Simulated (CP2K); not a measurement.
# Hf (P6_3/mmc) in CP2K: further runs

Aim: see how the results for Hf move with the level of theory and the settings. Levels: PBEsol, BLYP, AM05. Tasks: band structure.

Everything below comes from runs of CP2K 2026.2. Logs are shortened: lines on timing, memory, paths and dates and some standing lists are left out, and cuts for length are marked.

**1. Starting point**

Symmetry: P6_3/mmc, No. 194, hexagonal system. The conventional cell has a = 3.197 Å, b = 3.197 Å, c = 5.058 Å, α = 90.00°, β = 90.00°, γ = 120.00°. Hf (site symmetry -6m2) is surrounded by 12 Hf at 3.13 to 3.20 Å.

**2. Band structure, PBEsol**

Contents of hf_bands.inp:

```
&GLOBAL
  PROJECT hf_bands
  RUN_TYPE ENERGY_FORCE
  PRINT_LEVEL LOW
&END GLOBAL
&FORCE_EVAL
  METHOD QS
  STRESS_TENSOR ANALYTICAL
  &DFT
    BASIS_SET_FILE_NAME BASIS_MOLOPT_UZH
    POTENTIAL_FILE_NAME POTENTIAL_UZH
    &MGRID
      CUTOFF 675
      REL_CUTOFF 60
      NGRIDS 4
    &END MGRID
    &QS
      METHOD GPW
      EPS_DEFAULT 1.0E-9
    &END QS
    &KPOINTS
      SCHEME MONKHORST-PACK 10 10 5
      GAMMA_CENTERED T
      SYMMETRY T
      SYMMETRY_BACKEND SPGLIB
    &END KPOINTS
    &SCF
      SCF_GUESS ATOMIC
      EPS_SCF 1.0E-6
      MAX_SCF 100
      ADDED_MOS 16
      CHOLESKY OFF
      EPS_EIGVAL 1.0E-7
      &DIAGONALIZATION ON
        ALGORITHM STANDARD
      &END DIAGONALIZATION
      &MIXING ON
        METHOD BROYDEN_MIXING
        ALPHA 0.4
        BETA 1.5
        NBUFFER 8
      &END MIXING
      &SMEAR ON
        METHOD FERMI_DIRAC
        ELECTRONIC_TEMPERATURE 580.23
      &END SMEAR
    &END SCF
    &XC
      &XC_FUNCTIONAL
        &GGA_X_PBE_SOL
        &END GGA_X_PBE_SOL
        &GGA_C_PBE_SOL
        &END GGA_C_PBE_SOL
      &END XC_FUNCTIONAL
    &END XC
    &PRINT
      &KPOINTS ON
      &END KPOINTS
      &MULLIKEN ON
      &END MULLIKEN
      &MO ON
        ENERGIES T
        OCCUPATION_NUMBERS T
        &EACH
          QS_SCF 0
        &END EACH
        ADD_LAST NUMERIC
      &END MO
      &BAND_STRUCTURE
        FILE_NAME bands.bs
        ADDED_MOS 2
        &KPOINT_SET
          UNITS B_VECTOR
          NPOINTS 8
          SPECIAL_POINT GAMMA 0.00000000 0.00000000 0.00000000
          SPECIAL_POINT M 0.50000000 0.00000000 0.00000000
          SPECIAL_POINT K 0.33333333 0.33333333 0.00000000
          SPECIAL_POINT GAMMA 0.00000000 0.00000000 0.00000000
          SPECIAL_POINT A 0.00000000 0.00000000 0.50000000
          SPECIAL_POINT L 0.50000000 0.00000000 0.50000000
          SPECIAL_POINT H 0.33333333 0.33333333 0.50000000
          SPECIAL_POINT A 0.00000000 0.00000000 0.50000000
        &END KPOINT_SET
        &KPOINT_SET
          UNITS B_VECTOR
          NPOINTS 8
          SPECIAL_POINT L 0.50000000 0.00000000 0.50000000
          SPECIAL_POINT M 0.50000000 0.00000000 0.00000000
        &END KPOINT_SET
        &KPOINT_SET
          UNITS B_VECTOR
          NPOINTS 8
          SPECIAL_POINT K 0.33333333 0.33333333 0.00000000
          SPECIAL_POINT H 0.33333333 0.33333333 0.50000000
        &END KPOINT_SET
      &END BAND_STRUCTURE
    &END PRINT
  &END DFT
  &SUBSYS
    &CELL
      ABC 3.1967000000 3.1967000000 5.0578000000
      ALPHA_BETA_GAMMA 90.0000000000 90.0000000000 119.9999999998
      PERIODIC XYZ
    &END CELL
    &COORD
      SCALED
      Hf  0.6666666667 0.3333333333 0.7500000000
      Hf  0.3333333333 0.6666666667 0.2500000000
    &END COORD
    &KIND Hf
      BASIS_SET TZVP-MOLOPT-PBE-GTH-q12
      POTENTIAL GTH-PBE-q12
    &END KIND
    &PRINT
      &ATOMIC_COORDINATES ON
      &END ATOMIC_COORDINATES
      &CELL ON
      &END CELL
    &END PRINT
  &END SUBSYS
  &PRINT
    &FORCES ON
    &END FORCES
    &STRESS_TENSOR ON
    &END STRESS_TENSOR
  &END PRINT
&END FORCE_EVAL
```

Potentials or basis: POTENTIAL_UZH Hf GTH-PBE-q12; TZVP-MOLOPT-PBE-GTH basis.

Launch:

```
> OMP_NUM_THREADS=1 cp2k.psmp -i hf_bands.inp -o hf_bands.out
```

hf_bands.out:

```text

 CP2K| version string:                                       CP2K version 2026.2
 CP2K| Input file name                                              hf_bands.inp

 GLOBAL| Force Environment number                                              1
 GLOBAL| Basis set file name                                    BASIS_MOLOPT_UZH
 GLOBAL| Potential file name                                       POTENTIAL_UZH
 GLOBAL| MM Potential file name                                     MM_POTENTIAL
 GLOBAL| Coordinate file name                                      __STD_INPUT__
 GLOBAL| Method name                                                        CP2K
 GLOBAL| Project name                                                   hf_bands
 GLOBAL| Run type                                                   ENERGY_FORCE
 GLOBAL| FFT library                                                       FFTW3
[... 8 lines left out ...]
 GLOBAL| CPU model name                                                  UNKNOWN

 CELL| Volume [angstrom^3]:                                            44.760615
 CELL| Vector a [angstrom]:       3.197     0.000     0.000   |a| =     3.196700
 CELL| Vector b [angstrom]:      -1.598     2.768     0.000   |b| =     3.196700
 CELL| Vector c [angstrom]:       0.000     0.000     5.058   |c| =     5.057800
 CELL| Angle (b,c), alpha [degree]:                                    90.000000
 CELL| Angle (a,c), beta  [degree]:                                    90.000000
 CELL| Angle (a,b), gamma [degree]:                                   120.000000
 CELL| Numerically orthorhombic:                                              NO
 CELL| Periodicity                                                           XYZ

 CELL_REF| Volume [angstrom^3]:                                        44.760615
 CELL_REF| Vector a [angstrom     3.197     0.000     0.000   |a| =     3.196700
 CELL_REF| Vector b [angstrom    -1.598     2.768     0.000   |b| =     3.196700
 CELL_REF| Vector c [angstrom     0.000     0.000     5.058   |c| =     5.057800
 CELL_REF| Angle (b,c), alpha [degree]:                                90.000000
 CELL_REF| Angle (a,c), beta  [degree]:                                90.000000
 CELL_REF| Angle (a,b), gamma [degree]:                               120.000000
 CELL_REF| Numerically orthorhombic:                                          NO
 CELL_REF| Periodicity                                                       XYZ
[... 9 lines left out ...]
 TOTAL NUMBERS AND MAXIMUM NUMBERS

  Total number of            - Atomic kinds:                                   1
                             - Atoms:                                          2
                             - Shell sets:                                     2
                             - Shells:                                        22
                             - Primitive Cartesian functions:                 10
                             - Cartesian basis functions:                     82
                             - Spherical basis functions:                     70

  Maximum angular momentum of- Orbital basis functions:                        3
                             - Local part of the GTH pseudopotential:          2
                             - Non-local part of the GTH pseudopotential:      4

[... 122 lines left out ...]
  Hartree energy:                                              27.89478509445207
  Exchange-correlation energy:                                -11.96271331063728
  Electronic entropic energy:                                  -0.00040912893572
  Fermi energy:                                                 0.37852212917495

  Total energy:                                               -98.43206011967044
  Total energy (extrapolated to T->0):                        -98.43185555520257

 MO| EIGENVALUES AND OCCUPATION NUMBERS FOR K POINT 1
 MO|
 MO|  Index      Eigenvalue [a.u.]        Eigenvalue [eV]             Occupation
 MO|      1              -1.853969             -50.449072               2.000000
 MO|      2              -1.853787             -50.444111               2.000000
 MO|      3              -0.749752             -20.401787               2.000000
 MO|      4              -0.748346             -20.363522               2.000000
 MO|      5              -0.738336             -20.091142               2.000000
 MO|      6              -0.735529             -20.014769               2.000000
[... 462 lines left out ...]
 MO|     27               1.041777              28.348188               0.000000
 MO|     28               1.104099              30.044062               0.000000
 MO| Sum:                                                              24.000143
 MO| E(Fermi):            0.378522 a.u.         10.300111 eV

 [... the levels of further k-points ...]

 !-----------------------------------------------------------------------------!
                     Mulliken Population Analysis

 #  Atom  Element  Kind  Atomic population                           Net charge
       1     Hf       1         12.000009                             -0.000009
       2     Hf       1         11.999991                              0.000009
 # Total charge                             24.000000                 -0.000000

 !-----------------------------------------------------------------------------!

 KPOINTS| Band Structure Calculation
 KPOINTS| Number of k-point sets                                               3
 KPOINTS| Number of added MOs/bands                                            2
 KPOINTS| Number of k-points in set    1                                      57
 KPOINTS| In units of b-vector [2pi/Bohr]
 KPOINTS| Special point     1       GAMMA     0.000000     0.000000     0.000000
 KPOINTS| Special point     2           M     0.500000     0.000000     0.000000
 KPOINTS| Special point     3           K     0.333333     0.333333     0.000000
 KPOINTS| Special point     4       GAMMA     0.000000     0.000000     0.000000
 KPOINTS| Special point     5           A     0.000000     0.000000     0.500000
 KPOINTS| Special point     6           L     0.500000     0.000000     0.500000
 KPOINTS| Special point     7           H     0.333333     0.333333     0.500000
 KPOINTS| Special point     8           A     0.000000     0.000000     0.500000
 KPOINTS| Number of k-points in set    2                                       9
 KPOINTS| In units of b-vector [2pi/Bohr]
 KPOINTS| Special point     1           L     0.500000     0.000000     0.500000
 KPOINTS| Special point     2           M     0.500000     0.000000     0.000000
 KPOINTS| Number of k-points in set    3                                       9
 KPOINTS| In units of b-vector [2pi/Bohr]
 KPOINTS| Special point     1           K     0.333333     0.333333     0.000000
 KPOINTS| Special point     2           H     0.333333     0.333333     0.500000

 ENERGY| Total FORCE_EVAL ( QS ) energy [hartree]            -98.432061029606729

 FORCES| Atomic forces [hartree/bohr]
 FORCES|   Atom     x               y               z               |f|
 FORCES|      1  4.89844982E-10  5.08656779E-08 -6.85911786E-08   8.53950052E-08
 FORCES|      2 -4.59574341E-10 -5.09172987E-08  6.85922845E-08   8.54264831E-08
 FORCES| Sum     3.02706408E-11 -5.16207800E-11  1.10598208E-12
 FORCES| Total atomic force                                       5.98518155E-11

 STRESS| Analytical stress tensor [bar]
 STRESS|                        x                   y                   z
 STRESS|      x       -2.74262702098E+04   1.46592581542E-01   1.98625776229E-07
 STRESS|      y        1.46592581542E-01  -2.74262695128E+04  -4.37177005488E-06
 STRESS|      z        1.98625776229E-07  -4.37177005488E-06  -3.17400896312E+04
 STRESS| 1/3 Trace                                            -2.88642097846E+04
 STRESS| Determinant                                          -2.38749042596E+13

 STRESS| Eigenvectors and eigenvalues of the analytical stress tensor [bar]
 STRESS|                        1                   2                   3
 STRESS| Eigenvalues  -3.17400896312E+04  -2.74264164543E+04  -2.74261232683E+04
 STRESS|      x          -0.000000000046      0.707946785748      0.706265777558
 STRESS|      y           0.000000001013     -0.706265777558      0.707946785748
 STRESS|      z           1.000000000000      0.000000000748     -0.000000000685
```

It took 54 s on 1 thread of Arm Neoverse V1, shared host; peak memory 0.41 GiB.

Results:

```
Free energy            : -2678.4726 eV
Pressure               : -2.9 GPa
Band gap on the k mesh : none (metal or under the smearing width)
```

Levels at the corners of the path, in eV from the Fermi level:
```csv
point,band 8,band 9,band 10,band 11,band 12,band 13,band 14,band 15,band 16,band 17
Γ,-29.98,-7.34,-3.69,0.63,1.22,1.22,1.50,2.05,2.05,2.69
M,-30.07,-3.34,-2.74,-2.22,-0.81,0.83,0.88,1.71,6.02,6.54
K,-30.29,-2.13,-1.79,-1.79,-1.43,0.38,0.38,2.07,5.31,5.31
Γ,-29.98,-7.34,-3.69,0.63,1.22,1.22,1.50,2.05,2.05,2.69
A,-30.04,-5.37,-5.37,0.16,0.16,1.12,1.12,1.12,1.12,4.90
L,-30.18,-3.39,-3.39,-0.97,-0.97,1.16,1.16,2.69,2.69,6.23
H,-30.12,-1.76,-1.76,-1.46,-1.46,-0.20,-0.20,2.56,2.56,5.16
A,-30.04,-5.37,-5.37,0.16,0.16,1.12,1.12,1.12,1.12,4.90
L,-30.18,-3.39,-3.39,-0.97,-0.97,1.16,1.16,2.69,2.69,6.23
M,-30.07,-3.34,-2.74,-2.22,-0.81,0.83,0.88,1.71,6.02,6.54
K,-30.29,-2.13,-1.79,-1.79,-1.43,0.38,0.38,2.07,5.31,5.31
H,-30.12,-1.76,-1.76,-1.46,-1.46,-0.20,-0.20,2.56,2.56,5.16
```

Caveat: the potentials were made for another functional, which shifts forces and pressure; spin-orbit coupling is left out, which moves the levels of the heavy elements; the basis of atomic orbitals isn't converged, which shifts pressures, moduli and gaps.

(Part 1 of 3 ends here.)
